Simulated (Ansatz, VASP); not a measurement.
# Ga15NiP16 (Ni on the Ga site in GaP): VASP beside Ansatz, part 2 of 2

Wanted: the spread between two codes on one cell, functional and k mesh. Of the first pair: The structure shown is the start of the Ansatz relaxation below; VASP solves that cell, so the two are compared at the walk's first step.

VASP 6.6.1 and Ansatz 0.2.0.

So far: The starting structure; Ansatz: relaxation, PBE; VASP: single point, PBE, start cell, pair 1.

## 4. Comparison

Known differences besides the potentials themselves: VASP starts from the moments at which Ansatz ended; the cutoff is 420 eV in Ansatz and 520 eV in VASP (PREC = Accurate, projectors in real space). Total energies have different zeros and are not compared.

Forces on 7 of the 32 atoms, those with the largest forces and the largest differences (eV/Å; atoms numbered as in POSCAR):

```
atom          Ansatz x, y, z            VASP x, y, z
 Ga8  -0.286, -0.867, -0.126  -0.282, -0.864, -0.133
 Ga9    0.785, -0.746, 0.090    0.789, -0.745, 0.094
 P19   -0.715, 0.191, -0.603   -0.695, 0.187, -0.592
 P22     0.350, 0.936, 0.456     0.335, 0.930, 0.452
 P23   0.987, -0.764, -0.285   0.969, -0.756, -0.283
 P26    -0.261, 0.390, 0.701    -0.267, 0.390, 0.696
 P28   -0.402, -0.671, 0.705   -0.391, -0.661, 0.696
```

The forces differ by 5.9 meV/Å r.m.s., which is 1.5 % of the r.m.s. force of 0.398 eV/Å (both taken over all components). Moments aren't recorded for both runs of this pair, so they may hold unlike magnetic states. The cell carries a charge of -2 e against a uniform background, so its pressure also hangs on how the neutralising background is counted, and in a defect's cell a gap may be the spacing between its levels.

## 5. Ansatz: relaxation, PBE

This run makes the geometry at which the two programs are then compared.

The structure compared here is the end of the Ansatz relaxation.

This is the run of step 2 again, met here at its other cell.

## 6. VASP: single point, PBE, relaxed atoms in a fixed cell, pair 2

The same cell, functional, mesh and smearing now go to VASP, with its own data sets.

Input file INCAR:

```
SYSTEM = Ga15NiP16
PREC = Accurate
ENCUT = 520
EDIFF = 1E-06
NELM = 200
ISMEAR = -1
SIGMA = 0.01
LREAL = Auto
ALGO = Normal
GGA = PE
NELECT = 287
NBANDS = 168
ISPIN = 2
MAGMOM = 0 0 0 0 0 0 0 0 0 0 0 0 0 0 0 0.51 0 0.01 0.03 0.01 0 0.03 0.03 0 0.01 0 0.01 0.03 0.01 0.01 0.01 0.01
LASPH = .TRUE.
LMAXMIX = 4
LORBIT = 11
LWAVE = .FALSE.
LCHARG = .FALSE.
ISIF = 2
ISYM = 0
NUPDOWN = 1
GGA_COMPAT = .FALSE.
KPAR = 4
```

Input file POSCAR:

```
Ga15NiP16
1.0
   -5.5051282300      5.5051282300     -5.5051282300
    5.5051282300      5.5051282300      5.5051282300
    5.5051282300     -5.5051282300     -5.5051282300
Ga Ni P
15 1 16
Direct
    0.0072175000      0.0058450000      0.0071425000
    0.0072175000      0.2570225000      0.7559650000
    0.9982725000      0.4978050000      0.4901575000
    0.9982725000      0.7400375000      0.2479250000
    0.2494500000      0.9985300000      0.7486500000
    0.2494500000      0.2463600000      0.4916075000
    0.2494500000      0.7414875000      0.9964800000
    0.5006275000      0.9912150000      0.4991025000
    0.4916825000      0.2480775000      0.2493750000
    0.4916825000      0.4992550000      0.9981975000
    0.5006275000      0.7489825000      0.7413350000
    0.7494500000      0.9985300000      0.2486500000
    0.7543225000      0.2555725000      0.0056925000
    0.7494500000      0.4985300000      0.7486500000
    0.7445775000      0.7507000000      0.5008200000
    0.2494500000      0.4985300000      0.2486500000
    0.0003875000      0.0006312500      0.7507512500
    0.0005500000      0.2492912500      0.4989362500
    0.0140825000      0.4968400000      0.2469600000
    0.0005500000      0.7488162500      0.9994112500
    0.2494500000      0.9964287500      0.4974862500
    0.2494500000      0.2648525000      0.2503400000
    0.2494500000      0.5002200000      0.0149725000
    0.2494500000      0.7473662500      0.7465487500
    0.4983500000      0.9977162500      0.2483112500
    0.4985125000      0.2496937500      0.9998137500
    0.4983500000      0.4981912500      0.7478362500
    0.4848175000      0.7322075000      0.4823275000
    0.7499250000      0.9993437500      0.9983637500
    0.7499250000      0.2482437500      0.7494637500
    0.7489750000      0.4988687500      0.4978887500
    0.7489750000      0.7477687500      0.2489887500
```

Input file KPOINTS:

```
Points of the shifted mesh
8
Reciprocal
 0.2500000000  0.2500000000  0.2500000000 1
 0.2500000000  0.2500000000  0.7500000000 1
 0.2500000000  0.7500000000  0.2500000000 1
 0.2500000000  0.7500000000  0.7500000000 1
 0.7500000000  0.2500000000  0.2500000000 1
 0.7500000000  0.2500000000  0.7500000000 1
 0.7500000000  0.7500000000  0.2500000000 1
 0.7500000000  0.7500000000  0.7500000000 1
```

The projector-augmented-wave data sets are Ga_d, Ni and P (PBE family, release 64).

Started as:

```console
mpirun -np 4 vasp_std
```

Numbers of over 12 decimals in the logs are rounded to 6 here.

Log:

```text
[... set-up lines as in an earlier step ...]
 entering main loop
       N       E                     dE             d eps       ncg     rms          rms(c)
DAV:   1     0.365682175416E+04    0.36568E+04   -0.11506E+05  5640   0.249E+03
DAV:   2     0.777463651351E+03   -0.28794E+04   -0.27802E+04  5376   0.741E+02
DAV:   3    -0.387088784370E+02   -0.81617E+03   -0.76257E+03  6456   0.250E+02
DAV:   4    -0.134078258450E+03   -0.95369E+02   -0.92769E+02  6320   0.806E+01
DAV:   5    -0.143070931789E+03   -0.89927E+01   -0.89308E+01  8128   0.251E+01BRMIX: very serious problems
 the old and the new charge density differ
 old charge density:   285.00000 new  287.00001
BRMIX: very serious problems
 the old and the new charge density differ
 old charge density:   285.00000 new  287.00001
BRMIX: very serious problems
 the old and the new charge density differ
 old charge density:   285.00000 new  287.00001
BRMIX: very serious problems
 the old and the new charge density differ
 old charge density:   285.00000 new  287.00001
    0.210E+01
DAV:   6    -0.143535563050E+03   -0.46463E+00   -0.71256E+01  6968   0.383E+01    0.283E+01
DAV:   7    -0.137053301625E+03    0.64823E+01   -0.21567E+01  6448   0.315E+01    0.103E+01
DAV:   8    -0.139222244203E+03   -0.21689E+01   -0.20583E+01  7560   0.172E+01    0.173E+01
DAV:   9    -0.137479910099E+03    0.17423E+01   -0.48646E+00  6696   0.108E+01    0.313E+00
[...]
DAV:  20    -0.137514571720E+03    0.27837E-05   -0.72025E-06  5312   0.113E-02    0.171E-02
DAV:  21    -0.137514570255E+03    0.14653E-05   -0.10076E-06  3456   0.840E-03    0.100E-02
DAV:  22    -0.137514569751E+03    0.50427E-06   -0.11116E-06  3864   0.764E-03
   1 F= -.13751457E+03 E0= -.13751259E+03  d E =-.396852E-02  mag=     1.0000
```

Parts of OUTCAR (step 6):

```text
  Total       14.3974054     15.3898371     15.3877787     -0.0056972      0.0019258      0.0042902
  in kB       34.5646774     36.9472651     36.9423233     -0.0136775      0.0046233      0.0102997
  external PRESSURE =      36.1514219 kB  Pullay stress =       0.0000000 kB

 POSITION                                       TOTAL-FORCE (eV/Angst)
 -----------------------------------------------------------------------------------
      0.03176      0.03259     -0.04688         0.005275      0.004122     -0.006017
      5.53689     -2.70701     -2.78648         0.005044      0.006245     -0.003906
     -0.05676      5.53772     -5.45352        -0.002194      0.003760      0.003787
     -0.05676      8.20476     -2.78648        -0.002140     -0.003603     -0.003856
      8.24520      2.74888      0.00237         0.000692     -0.000369      0.000155
      2.68935      0.02314     -2.72337        -0.004049      0.003659      0.002553
      8.19448     -0.03051     -2.77702        -0.004289     -0.003298     -0.004266
      5.44837      5.46516     -0.04688        -0.002466     -0.003440     -0.004094
      0.03176      2.69963     -2.71392         0.005771     -0.004879      0.003323
      5.53689     -0.03997     -5.45352         0.006003     -0.003392      0.005288
      5.44837      2.79812     -2.71392        -0.002647      0.004397      0.003161
      2.74007      8.25400      0.00237         0.000713     -0.000341      0.000134
     -2.71434      5.52826     -2.77702         0.006427      0.003720     -0.003710
      2.74007      2.74888     -5.50276         0.000710     -0.000345      0.000145
[...]
-----------------------------------------------------------------------------------
    total drift:                               -0.032651     -0.008930      0.006498

  FREE ENERGIE OF THE ION-ELECTRON SYSTEM (eV)
  ---------------------------------------------------
  free  energy   TOTEN  =      -137.5145697506 eV

  energy  without entropy=     -137.5106012269  energy(sigma->0) =     -137.51258549

 magnetization (x)
# of ion       s       p       d       tot
------------------------------------------
    1        0.000   0.003   0.001   0.004
    2        0.000   0.003   0.001   0.004
    3        0.000   0.003   0.001   0.004
    4        0.000   0.003   0.001   0.004
    5       -0.001   0.001   0.000   0.000
    6       -0.000   0.002   0.001   0.003
    7       -0.000   0.002   0.001   0.003
    8        0.000   0.003   0.001   0.004
    9        0.000   0.003   0.001   0.004
   10        0.000   0.003   0.001   0.004
   11        0.000   0.003   0.001   0.004
   12       -0.001   0.002   0.001   0.002
   13       -0.000   0.002   0.001   0.003
[...]
--------------------------------------------------
tot          0.013   0.242   0.506   0.761

[... 1 part as in an earlier step ...]

[... 2 further parts left out ...]
[key lines of the parts left out:]
E-fermi :   4.9382
```

The run ends at a pressure of 3.62 GPa, with forces up to 0.020 eV/Å.

## 7. Differences

What differs besides the data sets and the points named for the pairs above, as far as they apply: site moments are counted in spheres of each program's own size. Total energies have different zeros and are not compared.

The two programs side by side:

```
                             quantity  Ansatz  VASP  difference
total moment, fixed by the input (μB)    1.00  1.00        0.00
                  moment on Ni16 (μB)    0.51  0.53       -0.02
```

The cell carries a charge of -2 e against a uniform background, so its pressure also hangs on how the neutralising background is counted, and in a defect's cell a gap may be the spacing between its levels.

## 8. What came out

```json
{
  "r.m.s. force difference (single point, PBE, start cell, pair 1)": "1.5 % of the r.m.s. force",
  "difference in moment on Ni16 (single point, PBE, relaxed atoms in a fixed cell, pair 2)": "-0.015 μB"
}
```

The r.m.s. force difference is 1.5 % of the r.m.s. force (single point, PBE, start cell, pair 1), within the 3 % picked in this series as the mark of a large difference. The data sets hold unlike numbers of valence electrons (295 in Ansatz and 287 in VASP), so part of the differences may come from the potentials. Such differences can come from data sets, numerical settings and the points named under the comparisons, not from the functional's error against experiment.

[Lines on the potential files, build, host, timing and source positions are cut from VASP's logs without a mark.]

[Logs are printed without paths, hosts, clocks, repeated set-up lines and the standing remarks that a program may print on its own settings, such as how far it seeks lower states.]

[Hosts, paths, dates, database ids (printed as entryN), source tags and the programs' standing remarks are cut or masked in the printed files.]
